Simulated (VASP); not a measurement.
# InP (F-43m) in VASP: further runs, part 3 of 3

VASP 6.6.1. Earlier steps stand in the parts before.

**6. G0W0 quasiparticle levels, PBE**

The input, POSCAR:

```
InP
1.0
    0.0000000000      2.9305000000      2.9305000000
    2.9305000000      0.0000000000      2.9305000000
    2.9305000000      2.9305000000      0.0000000000
In P
1 1
Direct
    0.0000000000      0.0000000000      0.0000000000
    0.7500000000      0.7500000000      0.7500000000
```

The input, INCAR.step1:

```
SYSTEM = InP
ALGO     = Normal         ! electronic algorithm
EDIFF    = 1E-8           ! SCF threshold, eV
ENCUT    = 450            ! plane-wave cutoff, eV
GGA      = PE             ! functional
ISMEAR   = 0              ! smearing method
LASPH    = .TRUE.         ! aspherical terms in the spheres
LCHARG   = .FALSE.        ! write CHGCAR
LREAL    = .FALSE.        ! projectors in reciprocal space
LWAVE    = .TRUE.         ! write WAVECAR
NELM     = 80             ! most SCF steps
PREC     = Accurate       ! precision mode
SIGMA    = 0.01           ! smearing width, eV
```

The input, INCAR.step2:

```
SYSTEM = InP
ALGO     = Exact          ! electronic algorithm
EDIFF    = 1E-8           ! SCF threshold, eV
ENCUT    = 450            ! plane-wave cutoff, eV
GGA      = PE             ! functional
ISMEAR   = 0              ! smearing method
ISTART   = 1            
LASPH    = .TRUE.         ! aspherical terms in the spheres
LCHARG   = .FALSE.        ! write CHGCAR
LOPTICS  = .TRUE.         ! frequency-dependent dielectric function
LREAL    = .FALSE.        ! projectors in reciprocal space
LWAVE    = .TRUE.         ! write WAVECAR
NBANDS   = 310            ! bands
NELM     = 1              ! most SCF steps
PREC     = Accurate       ! precision mode
SIGMA    = 0.01           ! smearing width, eV
```

The input, INCAR.step3:

```
SYSTEM = InP
ALGO     = EVGW0          ! electronic algorithm
EDIFF    = 1E-8           ! SCF threshold, eV
ENCUT    = 450            ! plane-wave cutoff, eV
ENCUTGW  = 75             ! cutoff of the response function
GGA      = PE             ! functional
ISMEAR   = 0              ! smearing method
ISTART   = 1            
LASPH    = .TRUE.         ! aspherical terms in the spheres
LCHARG   = .FALSE.        ! write CHGCAR
LREAL    = .FALSE.        ! projectors in reciprocal space
LWAVE    = .FALSE.        ! write WAVECAR
NBANDS   = 310            ! bands
NBANDSGW = 17           
NELMGW   = 1            
NOMEGA   = 48             ! frequency points
PREC     = Accurate       ! precision mode
PRECFOCK = Fast         
SIGMA    = 0.01           ! smearing width, eV
```

The input, KPOINTS:

```
k-points
0
G
  3 3 3
  0 0 0
```

Potentials or basis: VASP PAW PBE potentials, release 64 (In_d_GW, P_GW).

The run is started by

```console
> cat potpaw_PBE.64/In_d_GW/POTCAR potpaw_PBE.64/P_GW/POTCAR > POTCAR
> cp INCAR.step1 INCAR
> mpirun -np 1 vasp_std > vasp.out
> cp INCAR.step2 INCAR
> mpirun -np 1 vasp_std > vasp.out
> cp INCAR.step3 INCAR
> mpirun -np 1 vasp_std > vasp.out
```

OUTCAR:

```text
SYSTEM = InP
   EDIFF = 1E-8
   ENCUT = 450
   ENCUTGW = 75
   GGA = PE
   ISMEAR = 0
   ISTART = 1
   LASPH = .TRUE.
   LREAL = .FALSE.
   NELMGW = 1
   PREC = Accurate
   PRECFOCK = Fast

 Found      4 irreducible k-points:

 Following reciprocal coordinates:
            Coordinates               Weight
  0.000000  0.000000  0.000000      1.000000
  0.333333  0.000000  0.000000      8.000000
  0.333333  0.333333  0.000000      6.000000
[... 60 lines left out ...]
   ENCUTGWSOFT         =  60.0    soft cutoff for Coulomb kernel in GW response function in eV
   ENCUTLF             =  -1.0    cutoff for local field effects
   NELMGW              =     1    number of iterations in solving QP/BSE equation
   NELMHF              =     1    number of iterations in the inner HF iteration
   NKREDLFX            =     1    NKREDLFY  =   1   NKREDLFZ  =   1
 non-spin polarized calculation
 Gauss-broadening in eV      SIGMA  =   0.01
  energy-cutoff  :      450.00
  volume of cell :       50.33
 maximum number of plane-waves:      1113
 NGX is ok and might be reduce to    30
  NGX = 16; NGY = 16; NGZ = 16
   NGX = 15   NGY = 15   NGZ = 15
 maximum number of plane-waves:        76
 NGX is ok and might be reduce to    14

 QP shifts <psi_nk| G(iteration)W_0 |psi_nk>: iteration 1
 for sc-GW calculations column KS-energies equals QP-energies in previous step
 and V_xc(KS)=  KS-energies - (<T + V_ion + V_H > + <T+V_H+V_ion>^1  + <V_x>^1)

 k-point   1 :       0.0000    0.0000    0.0000
  band No.  KS-energies  QP-energies   sigma(KS)   V_xc(KS)     V^pw_x(r,r')   Z            occupation Imag(sigma)

      1     -10.2933     -12.2911     -19.4074     -16.5967     -25.3298       0.7108       2.0000       0.2063
      2     -10.2933     -12.2911     -19.4074     -16.5967     -25.3298       0.7108       2.0000       0.2063
      3     -10.2933     -12.2911     -19.4074     -16.5967     -25.3298       0.7108       2.0000       0.2063
      4     -10.1476     -12.1611     -19.5298     -16.6813     -25.3437       0.7069       2.0000       0.1273
      5     -10.1476     -12.1611     -19.5298     -16.6813     -25.3437       0.7069       2.0000       0.1273
      6      -7.4965      -7.8248     -11.7803     -11.2915     -18.2328       0.6717       2.0000       1.0994
[... 59 lines left out ...]
      3     -10.2152     -12.2238     -19.5131     -16.6896     -25.4093       0.7114       2.0000       0.1890
      4     -10.1613     -12.1680     -19.4975     -16.6576     -25.3237       0.7066       2.0000       0.1300
      5     -10.1358     -12.1484     -19.5309     -16.6908     -25.3551       0.7086       2.0000       0.1249
      6      -5.2478      -5.5937     -12.9330     -12.4209     -18.6366       0.6754       2.0000       0.7339
[... 9 lines left out ...]
     16      17.1145      17.0924      -9.1629      -9.1332      -3.0451       0.7461       0.0000      -0.5156
     17      17.9822      18.0315      -9.5361      -9.6032      -3.1822       0.7337       0.0000      -0.6600
```

OUTCAR.step2:

```text
SYSTEM = InP
   EDIFF = 1E-8
   ENCUT = 450
   GGA = PE
[... 539 lines left out ...]
  --------------------------------------------------------------------------------------------------------------
     0.00000    94.18462    94.18462    94.18462     0.00000     0.00000     0.00000
     2.32872    -3.99440    -3.99440    -3.99440    -0.00000    -0.00000    -0.00000
     4.65743   -18.69018   -18.69018   -18.69018    -0.00000    -0.00000     0.00000
     6.98615    -6.33571    -6.33571    -6.33571    -0.00000     0.00000    -0.00000
     9.31486    -1.62834    -1.62834    -1.62834     0.00000     0.00000    -0.00000
    11.64358    -1.36789    -1.36789    -1.36789     0.00000     0.00000    -0.00000
[... 92 lines left out ...]
   228.21414     0.98353     0.98353     0.98353    -0.00000     0.00000    -0.00000
   230.54285     0.98392     0.98392     0.98392    -0.00000     0.00000    -0.00000
```

Wall time 2.5 min (1 thread of AMD EPYC 7R13 (Zen 3), shared host); peak memory 0.31 GiB.

These settings aren't checked as converged: the numbers below hold their error.

What came out:

- Band gap on the k mesh, mean-field level: 0.67 eV, direct
- Quasiparticle gap: 1.16 eV
- Least direct quasiparticle gap: 1.16 eV

Caveat: the k mesh is coarse (spacing up to 0.62 Å⁻¹), so the values aren't converged; bands, screening cutoff and mesh are small and nothing is extrapolated, so the quasiparticle values aren't converged; spin-orbit coupling is left out, which moves the levels of the heavy elements.

**7. G0W0 quasiparticle levels, PBE**

POSCAR is that of step 6.

INCAR.step1 is that of step 6.

INCAR.step2, as its differences from that of step 6:

```diff
@@ -12,3 +12,3 @@
 LWAVE    = .TRUE.         ! write WAVECAR
-NBANDS   = 310            ! bands
+NBANDS   = 210            ! bands
 NELM     = 1              ! most SCF steps
```

INCAR.step3, as its differences from that of step 6:

```diff
@@ -4,3 +4,3 @@
 ENCUT    = 450            ! plane-wave cutoff, eV
-ENCUTGW  = 75             ! cutoff of the response function
+ENCUTGW  = 200            ! cutoff of the response function
 GGA      = PE             ! functional
@@ -12,3 +12,3 @@
 LWAVE    = .FALSE.        ! write WAVECAR
-NBANDS   = 310            ! bands
+NBANDS   = 210            ! bands
 NBANDSGW = 17
```

KPOINTS is that of step 6.

Potentials or basis: VASP PAW PBE potentials, release 64 (In_d_GW, P_GW).

The run is started by

```console
> cat potpaw_PBE.64/In_d_GW/POTCAR potpaw_PBE.64/P_GW/POTCAR > POTCAR
> cp INCAR.step1 INCAR
> mpirun -np 1 vasp_std > vasp.out
> cp INCAR.step2 INCAR
> mpirun -np 1 vasp_std > vasp.out
> cp INCAR.step3 INCAR
> mpirun -np 1 vasp_std > vasp.out
```

OUTCAR:

```text
SYSTEM = InP
   EDIFF = 1E-8
   ENCUT = 450
   ENCUTGW = 200
   GGA = PE
   ISMEAR = 0
   ISTART = 1
   LASPH = .TRUE.
   LREAL = .FALSE.
   NELMGW = 1
   PREC = Accurate
   PRECFOCK = Fast

 Found      4 irreducible k-points:

 Following reciprocal coordinates:
            Coordinates               Weight
  0.000000  0.000000  0.000000      1.000000
  0.333333  0.000000  0.000000      8.000000
  0.333333  0.333333  0.000000      6.000000
 -0.333333  0.333333  0.000000     12.000000
   k-points           NKPTS =      4   k-points in BZ     NKDIM =     27   number of bands    NBANDS=    210
   number of dos      NEDOS =    301   number of ions     NIONS =      2
   total plane-waves  NPLWV =  27000
   dimension x,y,z NGX =    30 NGY =   30 NGZ =   30
   dimension x,y,z NGXF=    60 NGYF=   60 NGZF=   60
   ions per type =               1   1
   NGX,Y,Z   is equivalent  to a cutoff of  12.03, 12.03, 12.03 a.u.
   NGXF,Y,Z  is equivalent  to a cutoff of  24.07, 24.07, 24.07 a.u.
 SYSTEM =  InP
   PREC   = accura    normal or accurate (medium, high low for compatibility)
   ISTART =      1    job   : 0-new  1-cont  2-samecut
[... 32 lines left out ...]
   GGA     = PE    functional components
   LHFCALC =     T    Hartree Fock is set to
   PRECFOCK=fast      Normal, Fast or Accurate (Low or Medium for compatibility)
   ENCUT4O =  -1.0   cutoff for four orbital integrals eV
   NKREDX  =     1    reduce k-point grid by
   NKREDY  =     1    reduce k-point grid by
   NKREDZ  =     1    reduce k-point grid by
   AEXX    =    1.0000 exact exchange contribution
   HFSCREEN=    0.0000 screening length (either q_TF or 0.3 A-1)
   HFSCREENC=   0.0000 screening length for correlation (either q_TF or 0.3 A-1)
   ENCUTFOCK=  -1.0 apply spherical cutoff to Coloumb kernel
   IVDW    =     0    specifies the selected vdW correction
   LEPSILON=     F    determine dielectric tensor
   LRPA    =     F    only Hartree local field effects (RPA)
   LRPAFORCE           =     F    calculate RPA forces
   ENCUTGW             = 200.0    cutoff for response function in eV
   ENCUTGWSOFT         = 160.0    soft cutoff for Coulomb kernel in GW response function in eV
   ENCUTLF             =  -1.0    cutoff for local field effects
   NELMGW              =     1    number of iterations in solving QP/BSE equation
   NELMHF              =     1    number of iterations in the inner HF iteration
   NKREDLFX            =     1    NKREDLFY  =   1   NKREDLFZ  =   1
 non-spin polarized calculation
 Gauss-broadening in eV      SIGMA  =   0.01
  energy-cutoff  :      450.00
  volume of cell :       50.33
 maximum number of plane-waves:      1113
 NGX is ok and might be reduce to    30
  NGX = 16; NGY = 16; NGZ = 16
   NGX = 15   NGY = 15   NGZ = 15
 maximum number of plane-waves:       332

 QP shifts <psi_nk| G(iteration)W_0 |psi_nk>: iteration 1
 for sc-GW calculations column KS-energies equals QP-energies in previous step
 and V_xc(KS)=  KS-energies - (<T + V_ion + V_H > + <T+V_H+V_ion>^1  + <V_x>^1)

 k-point   1 :       0.0000    0.0000    0.0000
  band No.  KS-energies  QP-energies   sigma(KS)   V_xc(KS)     V^pw_x(r,r')   Z            occupation Imag(sigma)

      1     -10.2933     -12.5667     -19.7979     -16.5967     -25.3298       0.7102       2.0000      -0.2242
      2     -10.2933     -12.5667     -19.7979     -16.5967     -25.3298       0.7102       2.0000      -0.2242
      3     -10.2933     -12.5667     -19.7979     -16.5967     -25.3298       0.7102       2.0000      -0.2242
      4     -10.1476     -12.4456     -19.9279     -16.6813     -25.3437       0.7078       2.0000      -0.3070
      5     -10.1476     -12.4456     -19.9279     -16.6813     -25.3437       0.7078       2.0000      -0.3070
      6      -7.4965      -8.0192     -12.0700     -11.2915     -18.2328       0.6715       2.0000       0.8292
[... 59 lines left out ...]
      3     -10.2152     -12.5049     -19.9059     -16.6896     -25.4093       0.7119       2.0000      -0.2383
      4     -10.1613     -12.4487     -19.8933     -16.6576     -25.3237       0.7069       2.0000      -0.3006
      5     -10.1358     -12.4319     -19.9285     -16.6908     -25.3551       0.7092       2.0000      -0.3071
      6      -5.2478      -5.8374     -13.3006     -12.4209     -18.6366       0.6702       2.0000       0.5037
[... 9 lines left out ...]
     16      17.1145      17.0133      -9.2688      -9.1332      -3.0451       0.7464       0.0000      -0.5580
     17      17.9822      17.9353      -9.6669      -9.6032      -3.1822       0.7381       0.0000      -0.6994
```

OUTCAR.step2:

```text
SYSTEM = InP
   EDIFF = 1E-8
   ENCUT = 450
   GGA = PE
[... 539 lines left out ...]
  --------------------------------------------------------------------------------------------------------------
     0.00000    79.00513    79.00513    79.00513     0.00000    -0.00000     0.00000
     1.85865    27.34824    27.34824    27.34824     0.00000    -0.00000     0.00000
     3.71730    26.59197    26.59197    26.59197    -0.00000    -0.00000    -0.00000
     5.57595   -10.64167   -10.64167   -10.64167     0.00000     0.00000    -0.00000
     7.43459    -4.97604    -4.97604    -4.97604    -0.00000     0.00000    -0.00000
     9.29324    -1.59681    -1.59681    -1.59681     0.00000     0.00000    -0.00000
[... 92 lines left out ...]
   182.14756     0.97652     0.97652     0.97652     0.00000     0.00000    -0.00000
   184.00621     0.97707     0.97707     0.97707     0.00000     0.00000    -0.00000
```

It took 2.8 min on 1 thread of AMD EPYC 7R13 (Zen 3), shared host; peak memory 0.39 GiB.

These settings aren't checked as converged: the numbers below hold their error.

What came out:

| Property | Result |
| --- | --- |
| Band gap on the k mesh, mean-field level | 0.67 eV, direct |
| Quasiparticle gap | 1.21 eV |
| Least direct quasiparticle gap | 1.21 eV |

Caveat: the k mesh is coarse (spacing up to 0.62 Å⁻¹), so the values aren't converged; bands, screening cutoff and mesh are small and nothing is extrapolated, so the quasiparticle values aren't converged; spin-orbit coupling is left out, which moves the levels of the heavy elements.

**8. For comparison**

An earlier run on the cell as given: functional PBEsol; potentials or basis VASP PAW PBE potentials, release 64 (In_d, P); cutoff 520 eV; k mesh 8 × 8 × 8; occupations fermi-dirac, width 0.05 eV; no spin polarisation.

* Pressure: 0.6 GPa
* Band gap on the k mesh: 0.61 eV, direct
